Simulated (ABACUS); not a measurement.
# Ta (Im-3m) in ABACUS: a series of runs

Aim: see how the results for Ta move with the level of theory and the settings. Levels: TPSS, rSCAN, PBEsol. Tasks: single point, relaxation of cell and atoms.

All numbers are computed with ABACUS 3.10.1; they aren't measurements. Logs are shortened: lines on timing, memory, paths and dates and some standing lists are left out, and cuts for length are marked.

**1. Starting point**

The structure is cubic, space group Im-3m (No. 229). Conventional cell: a = 3.303 Å, b = 3.303 Å, c = 3.303 Å, α = 90.00°, β = 90.00°, γ = 90.00°. Ta (site symmetry m-3m) has 8 Ta at 2.86 Å as nearest neighbours.

**2. Single point, TPSS**

INPUT

```
INPUT_PARAMETERS
suffix              Ta
calculation         scf
basis_type          pw
pseudo_dir          ./
symmetry            1
dft_functional      MGGA_X_TPSS+MGGA_C_TPSS
ecutwfc             69
pseudo_rcut         10
nspin               1
nbands              24
ks_solver           dav
smearing_method     fd
smearing_sigma      0.00367493
scf_thr             1e-08
scf_nmax            100
mixing_type         broyden
mixing_beta         0.7
cal_force           1
cal_stress          1
mixing_tau          1
out_chg             1
kpar                4
```

STRU

```
ATOMIC_SPECIES
Ta 180.9479 Ta_ONCV_PBE-1.2.upf

LATTICE_CONSTANT
1.8897261246

LATTICE_VECTORS
-1.6512800000 1.6512800000 1.6512800000
1.6512800000 -1.6512800000 1.6512800000
1.6512800000 1.6512800000 -1.6512800000

ATOMIC_POSITIONS
Direct

Ta
0.0
1
0.0000000000 0.0000000000 0.0000000000 1 1 1
```

KPT

```
K_POINTS
0
Gamma
7 7 7 0 0 0
```

Potentials or basis: SG15 ONCV 1.2 PBE, plane waves.

Command:

```console
OMP_NUM_THREADS=1 mpirun -np 4 abacus > log
```

running log:

```text
ABACUS v3.10.1

               Atomic-orbital Based Ab-initio Computation at UStc

 ------------------------------------------------------------------------------------

 READING GENERAL INFORMATION
                           global_out_dir = OUT.Ta/
                           global_in_card = INPUT
                               pseudo_dir = ./
                              orbital_dir =
                                    DSIZE = 4
                                    GSIZE = 1

 READING UNITCELL INFORMATION
                                    ntype = 1
                  lattice constant (Bohr) = 1.88973
              lattice constant (Angstrom) = 1

 READING ATOM TYPE 1
                               atom label = Ta
                      L=0, number of zeta = 1
                      L=1, number of zeta = 1
                      L=2, number of zeta = 1
             number of atom for this type = 1

                        TOTAL ATOM NUMBER = 1
DIRECT COORDINATES
    atom                   x                   y                   z     mag                  vx                  vy                  vz
taud_Ta1            0.0000000000        0.0000000000        0.0000000000  0.0000        0.0000000000        0.0000000000        0.0000000000

                          Volume (Bohr^3) = 121.54
                             Volume (A^3) = 18.0103

 Lattice vectors: (Cartesian coordinate: in unit of a_0)
             -1.65128            +1.65128            +1.65128
             +1.65128            -1.65128            +1.65128
             +1.65128            +1.65128            -1.65128
 Reciprocal vectors: (Cartesian coordinate: in unit of 2 pi/a_0)
                   +0           +0.302795           +0.302795
            +0.302795                  +0           +0.302795
            +0.302795           +0.302795                  +0
 The esolver type has been set to : ksdft_pw

                PAO radial cut off (Bohr) = 10

 Read in pseudopotential file is Ta_ONCV_PBE-1.2.upf
                     pseudopotential type = NC
          exchange-correlation functional = PBE
                 nonlocal core correction = 0
                        valence electrons = 27
                                     lmax = 3
                           number of zeta = 0
                     number of projectors = 8
                           L of projector = 0
                           L of projector = 0
                           L of projector = 1
                           L of projector = 1
                           L of projector = 2
                           L of projector = 2
                           L of projector = 3
                           L of projector = 3
 XC functional updated to : MGGA_X_TPSS+MGGA_C_TPSS
          exchange-correlation functional = MGGA_X_TPSS+MGGA_C_TPSS
     initial pseudo atomic orbital number = 0

 SETUP THE ELECTRONS NUMBER
            electron number of element Ta = 27
      total electron number of element Ta = 27
            AUTOSET number of electrons:  = 27
[... 119 lines left out ...]
     energy cutoff for wavefunc (unit:Ry) = 69
              fft grid for wave functions = [ 30, 30, 30 ]
                    number of plane waves = 1481
                         number of sticks = 173

 PARALLEL PW FOR WAVE FUNCTIONS
     PROC   COLUMNS(POT)             PW
        1            173           1481
 --------------- sum -------------------
        1            173           1481

 SETUP NONLOCAL PSEUDOPOTENTIALS IN PLANE WAVE BASIS
 Ta non-local projectors:
 projector 1 L=0
 projector 2 L=0
 projector 3 L=1
 projector 4 L=1
 projector 5 L=2
 projector 6 L=2
 projector 7 L=3
 projector 8 L=3
      TOTAL NUMBER OF NONLOCAL PROJECTORS = 32

 Init Non-Local PseudoPotential table :
 Init Non-Local-Pseudopotential done.

                                     npwx = 1205

 -------------------------------------------
 SELF-CONSISTENT
 -------------------------------------------
                                 init_chg = atomic

 PW ALGORITHM --------------- ION=   1  ELEC=   1--------------------------------
 Notice: Threshold on eigenvalues was too large.
 hsover_error=0.27 > DRHO=0.0765799
 Origin diag ethr = 0.01
 New diag ethr = 0.000283629

 Density error is 0.0762118622137
                          Error Threshold = 0.000283629218207
----------------------------------------------------------
     Energy           Rydberg                 eV
----------------------------------------------------------
 E_KohnSham     -496.2298332762      -6751.5532501463
 E_Harris       -500.0534009305      -6803.5755569326
 E_Fermi        2.1787207405         29.6430164221
----------------------------------------------------------
[... 51 lines left out ...]
 Density error is 5.64028629416e-09
                          Error Threshold = 6.90415665596e-09
----------------------------------------------------------
     Energy           Rydberg                 eV
----------------------------------------------------------
 E_KohnSham     -496.2942746867      -6752.4300205166
 E_KS(sigma->0) -496.2940875870      -6752.4274748936
 E_Harris       -496.2931098598      -6752.4141722332
 E_band         14.0903783692        191.7094327969
 E_one_elec     -128.8993345833      -1753.7654187410
 E_Hartree      97.9201168848        1332.2715384587
 E_xc           -40.2178586685       -547.1920392501
 E_Ewald        -425.0968241202      -5783.7390097382
 E_entropy(-TS) -0.0003741995        -0.0050912460
 E_descf        0.0000000000         0.0000000000
 E_exx          0.0000000000         0.0000000000
 E_Fermi        2.1735196244         29.5722516067
----------------------------------------------------------

 charge density convergence is achieved
 final etot is -6752.4300205 eV
 EFERMI = 29.572251607 eV

 STATE ENERGY(eV) AND OCCUPATIONS    NSPIN == 1
 1/5 kpoint (Cartesian) = 0.0000 0.0000 0.0000 (1205 pws)
       1       -37.8120     0.00583090
       2       -3.55881     0.00583090
       3       -3.55881     0.00583090
       4       -3.55881     0.00583090
       5        10.9263     0.00583090
       6        10.9263     0.00583090
[... 120 lines left out ...]
      23        54.8958        0.00000
      24        58.7540        0.00000

------------------------------------------------------------------------------------------
 TOTAL-FORCE (eV/Angstrom)
------------------------------------------------------------------------------------------
                       Ta1         0.0000000000         0.0000000000         0.0000000000
------------------------------------------------------------------------------------------

----------------------------------------------------------------
 TOTAL-STRESS (KBAR)
----------------------------------------------------------------
        13.1277251380         0.0000000000         0.0000000000
         0.0000000000        13.1277251380        -0.0000000000
        -0.0000000000        -0.0000000000        13.1277251380
----------------------------------------------------------------
 TOTAL-PRESSURE: 13.127725 KBAR

 --------------------------------------------
 !FINAL_ETOT_IS -6752.4300205165991429 eV
 --------------------------------------------
```

Run time: 8.5 s. Hardware: 4 MPI ranks of Intel Xeon Platinum 8488C (Sapphire Rapids), shared host; peak memory 0.24 GiB.

What came out:

```
Free energy            : -6752.4300 eV
Pressure               : 1.3 GPa
Band gap on the k mesh : none (metal or under the smearing width)
```

Levels at points of the mesh, in eV from the Fermi level:
```tsv
k point	band 9	band 10	band 11	band 12	band 13	band 14	band 15	band 16	band 17	band 18
(0.00, 0.00, 0.00)	-18.59	-18.59	-18.56	-7.73	0.90	0.90	0.90	4.13	4.13	14.75
```

Caveat: the k mesh is coarse (spacing up to 0.38 Å⁻¹), so the values aren't converged; the potentials were made for another functional, which shifts forces and pressure.

**3. Relaxation of cell and atoms, TPSS**

INPUT: that of step 2 with these lines changed.

```diff
@@ -2,3 +2,3 @@
 suffix              Ta
-calculation         scf
+calculation         cell-relax
 basis_type          pw
@@ -10,3 +10,3 @@
 nspin               1
-nbands              24
+nbands              18
 ks_solver           dav
@@ -21,3 +21,7 @@
 mixing_tau          1
-out_chg             1
+relax_nmax          60
+force_thr_ev        0.005
+relax_method        cg
+out_stru            1
+stress_thr          0.5
 kpar                4
```

STRU is that of step 2.

KPT is that of step 2.

Potentials or basis: SG15 ONCV 1.2 PBE, plane waves.

Command:

```console
OMP_NUM_THREADS=1 mpirun -np 4 abacus > log
```

Run time: 19 s. Hardware: 4 MPI ranks of Intel Xeon Platinum 8488C (Sapphire Rapids), shared host; peak memory 0.36 GiB.

It converged, with:

| Property | Result |
| --- | --- |
| Free energy | -6752.4304 eV |
| Relaxed volume | 18.11 Å³/atom |
| Relaxed cell | a = 2.865 Å, b = 2.865 Å, c = 2.865 Å, α = 109.47°, β = 109.47°, γ = 109.47° |
| Space group after relaxing (to 0.05 Å) | Im-3m (No. 229) |
| Energy gained by relaxing | 0.3 meV/atom |
| Ionic steps | 3 |
| Pressure after relaxing | 0.0 GPa |
| Band gap on the k mesh | none (metal or under the smearing width) |

The path:
| step | energy change (eV) | largest force (eV/Å) | pressure (GPa) | volume (Å³) |
| --- | --- | --- | --- | --- |
| 1 | 0.0000 | 0.0000 | 1.03 | 18.01 |
| 2 | 0.0013 | 0.0000 | -2.44 | 18.32 |
| 3 | -0.0003 | 0.0000 | 0.00 | 18.11 |

Final structure:
```
Ta
1.0
    -1.65421    1.65421    1.65421
     1.65421   -1.65421    1.65421
     1.65421    1.65421   -1.65421
Ta
1
Direct
  0.00000 0.00000 0.00000
```

Levels at points of the mesh, in eV from the Fermi level:
```csv
k point,band 11,band 12,band 13,band 14,band 15,band 16
"(0.00, 0.00, 0.00)",-18.57,-7.72,0.90,0.90,0.90,4.11
```

Caveat: the k mesh is coarse (spacing up to 0.38 Å⁻¹), so the values aren't converged; the potentials were made for another functional, which shifts forces and pressure. Spin-orbit coupling is left out, which matters for the levels of Ta.

**4. Single point, rSCAN**

INPUT

```
INPUT_PARAMETERS
suffix              Ta
calculation         scf
basis_type          pw
pseudo_dir          ./
symmetry            1
dft_functional      MGGA_X_RSCAN+MGGA_C_RSCAN
ecutwfc             69
pseudo_rcut         10
nspin               1
nbands              24
ks_solver           dav
smearing_method     fd
smearing_sigma      0.00367493
scf_thr             1e-08
scf_nmax            100
mixing_type         broyden
mixing_beta         0.7
cal_force           1
cal_stress          1
mixing_tau          1
out_chg             1
out_pot             2
out_elf             1
```

STRU is that of step 3.

KPT is that of step 3.

Potentials or basis: SG15 ONCV 1.2 PBE, plane waves.

Command:

```console
OMP_NUM_THREADS=1 mpirun -np 4 abacus > log
```

running log:

```text
ABACUS v3.10.1

               Atomic-orbital Based Ab-initio Computation at UStc

 ------------------------------------------------------------------------------------

 READING GENERAL INFORMATION
                           global_out_dir = OUT.Ta/
                           global_in_card = INPUT
                               pseudo_dir = ./
                              orbital_dir =
                                    DSIZE = 4
                                    GSIZE = 1

 READING UNITCELL INFORMATION
                                    ntype = 1
                  lattice constant (Bohr) = 1.88973
              lattice constant (Angstrom) = 1

 READING ATOM TYPE 1
                               atom label = Ta
                      L=0, number of zeta = 1
                      L=1, number of zeta = 1
                      L=2, number of zeta = 1
             number of atom for this type = 1

                        TOTAL ATOM NUMBER = 1
DIRECT COORDINATES
    atom                   x                   y                   z     mag                  vx                  vy                  vz
taud_Ta1            0.0000000000        0.0000000000        0.0000000000  0.0000        0.0000000000        0.0000000000        0.0000000000

                          Volume (Bohr^3) = 121.54
                             Volume (A^3) = 18.0103

 Lattice vectors: (Cartesian coordinate: in unit of a_0)
             -1.65128            +1.65128            +1.65128
             +1.65128            -1.65128            +1.65128
             +1.65128            +1.65128            -1.65128
 Reciprocal vectors: (Cartesian coordinate: in unit of 2 pi/a_0)
                   +0           +0.302795           +0.302795
            +0.302795                  +0           +0.302795
            +0.302795           +0.302795                  +0
 The esolver type has been set to : ksdft_pw

                PAO radial cut off (Bohr) = 10

 Read in pseudopotential file is Ta_ONCV_PBE-1.2.upf
                     pseudopotential type = NC
          exchange-correlation functional = PBE
                 nonlocal core correction = 0
                        valence electrons = 27
                                     lmax = 3
                           number of zeta = 0
                     number of projectors = 8
                           L of projector = 0
                           L of projector = 0
                           L of projector = 1
                           L of projector = 1
                           L of projector = 2
                           L of projector = 2
                           L of projector = 3
                           L of projector = 3
 XC functional updated to : MGGA_X_RSCAN+MGGA_C_RSCAN
          exchange-correlation functional = MGGA_X_RSCAN+MGGA_C_RSCAN
     initial pseudo atomic orbital number = 0

 SETUP THE ELECTRONS NUMBER
            electron number of element Ta = 27
      total electron number of element Ta = 27
            AUTOSET number of electrons:  = 27
                           occupied bands = 14
                                   NBANDS = 24
                                   NLOCAL = 9

%%%%%%%%%%%%%%%%%%%%%%%%%%%%%%%%%%%%%%%%%%%%%%%%%%%%%%%%%%%%%%%%%%%%%%%%%%%%%%%%%%%%%%%%%%%%%%%%%%%%%%%%%%
 Warning: the number of valence electrons in pseudopotential > 5 for Ta: [Xe] 4f14 5d3 6s2
 Pseudopotentials with additional electrons can yield (more) accurate outcomes, but may be less efficient.
 If you're confident that your chosen pseudopotential is appropriate, you can safely ignore this warning.
%%%%%%%%%%%%%%%%%%%%%%%%%%%%%%%%%%%%%%%%%%%%%%%%%%%%%%%%%%%%%%%%%%%%%%%%%%%%%%%%%%%%%%%%%%%%%%%%%%%%%%%%%%

 SETUP THE PLANE WAVE BASIS
 energy cutoff for charge/potential (unit:Ry) = 276
            fft grid for charge/potential = [ 30, 30, 30 ]
[... 70 lines left out ...]
                                    ibrav = 3
                       right hand lattice = 1
                        ROTATION MATRICES = 48
                               nkstot_ibz = 20
K-POINTS REDUCTION ACCORDING TO SYMMETRY
     IBZ    DIRECT_X    DIRECT_Y    DIRECT_Z  WEIGHT  ibz2bz
       1  0.00000000  0.00000000  0.00000000  0.0029       0
       2 -0.14285714  0.14285714  0.00000000  0.0350       1
       3 -0.28571429  0.28571429  0.00000000  0.0350       2
       4 -0.42857143  0.42857143  0.00000000  0.0350       3
       5 -0.14285714 -0.14285714  0.28571429  0.0700       8
       6 -0.14285714 -0.28571429  0.42857143  0.1399       9
[... 12 lines left out ...]
      19  0.42857143  0.42857143  0.42857143  0.0233     130
      20 -0.42857143  0.42857143  0.42857143  0.0175     172

                               nkstot now = 20
[... K-POINTS DIRECT COORDINATES: 20 rows ...]

           k-point number in this process = 20
       minimum distributed K point number = 20
[... stars of the k points ...]

[... K-POINTS CARTESIAN COORDINATES: 20 rows ...]

[... K-POINTS DIRECT COORDINATES: 20 rows ...]

 SETUP PLANE WAVES FOR WAVE FUNCTIONS
     energy cutoff for wavefunc (unit:Ry) = 69
              fft grid for wave functions = [ 30, 30, 30 ]
                    number of plane waves = 1961
                         number of sticks = 213

 PARALLEL PW FOR WAVE FUNCTIONS
     PROC   COLUMNS(POT)             PW
        1             53            490
        2             53            490
        3             53            490
        4             54            491
 --------------- sum -------------------
        4            213           1961

 SETUP NONLOCAL PSEUDOPOTENTIALS IN PLANE WAVE BASIS
 Ta non-local projectors:
 projector 1 L=0
 projector 2 L=0
 projector 3 L=1
 projector 4 L=1
 projector 5 L=2
 projector 6 L=2
 projector 7 L=3
 projector 8 L=3
      TOTAL NUMBER OF NONLOCAL PROJECTORS = 32

 Init Non-Local PseudoPotential table :
 Init Non-Local-Pseudopotential done.

                                     npwx = 308

 -------------------------------------------
 SELF-CONSISTENT
 -------------------------------------------
                                 init_chg = atomic

 PW ALGORITHM --------------- ION=   1  ELEC=   1--------------------------------
 Notice: Threshold on eigenvalues was too large.
 hsover_error=0.27 > DRHO=0.0621899
 Origin diag ethr = 0.01
 New diag ethr = 0.000230333

 Density error is 0.0613670814522
                          Error Threshold = 0.000230332926377
----------------------------------------------------------
     Energy           Rydberg                 eV
----------------------------------------------------------
 E_KohnSham     -495.4279505052      -6740.6430753323
 E_Harris       -498.7037004121      -6785.2119392889
 E_Fermi        2.1148440224         28.7739290862
----------------------------------------------------------
[... 63 lines left out ...]
 Density error is 2.98641630186e-10
                          Error Threshold = 9.87420077958e-11
----------------------------------------------------------
     Energy           Rydberg                 eV
----------------------------------------------------------
 E_KohnSham     -495.5604168788      -6742.4453728070
 E_KS(sigma->0) -495.5602320924      -6742.4428586588
 E_Harris       -495.5603550462      -6742.4445315310
 E_band         12.8065585746        174.2421683855
 E_one_elec     -129.3062833372      -1759.3022405881
 E_Hartree      98.4435754729        1339.3935579247
 E_xc           -39.6005153215       -538.7926521086
 E_Ewald        -425.0968241202      -5783.7390097384
 E_entropy(-TS) -0.0003695728        -0.0050282966
 E_descf        0.0000000000         0.0000000000
 E_exx          0.0000000000         0.0000000000
 E_Fermi        2.1307701917         28.9906157352
----------------------------------------------------------

 charge density convergence is achieved
 final etot is -6742.4453728 eV
 EFERMI = 28.990615735 eV
The vacuum level is 28.153578899 eV

 STATE ENERGY(eV) AND OCCUPATIONS    NSPIN == 1
 1/20 kpoint (Cartesian) = 0.0000 0.0000 0.0000 (308 pws)
       1       -39.8413     0.00583090
       2       -5.50378     0.00583090
       3       -5.50378     0.00583090
       4       -5.50378     0.00583090
       5        11.0018     0.00583090
       6        11.0018     0.00583090
[... 146 lines left out ...]
      23        56.5969        0.00000
      24        58.1712        0.00000

[... levels at 14 further k points ...]

------------------------------------------------------------------------------------------
 TOTAL-FORCE (eV/Angstrom)
------------------------------------------------------------------------------------------
                       Ta1         0.0000000000         0.0000000000         0.0000000000
------------------------------------------------------------------------------------------

----------------------------------------------------------------
 TOTAL-STRESS (KBAR)
----------------------------------------------------------------
      -100.2755674958         0.0000000000         0.0000000000
         0.0000000000      -100.2755674958        -0.0000000000
        -0.0000000000        -0.0000000000      -100.2755674958
----------------------------------------------------------------
 TOTAL-PRESSURE: -100.275567 KBAR

 --------------------------------------------
 !FINAL_ETOT_IS -6742.4453728070457146 eV
 --------------------------------------------
```

It took 7.6 s on 4 MPI ranks of AMD EPYC 9R45 (Zen 5), shared host; peak memory 0.2 GiB.

What came out:

* Free energy: -6742.4454 eV
* Pressure: -10.0 GPa
* Band gap on the k mesh: none (metal or under the smearing width)

Caveat: the k mesh is coarse (spacing up to 0.38 Å⁻¹), so the values aren't converged; the potentials were made for another functional, which shifts forces and pressure. The run has no spin-orbit coupling, so splittings on Ta are missing.

(Continued in part 2 of 2.)
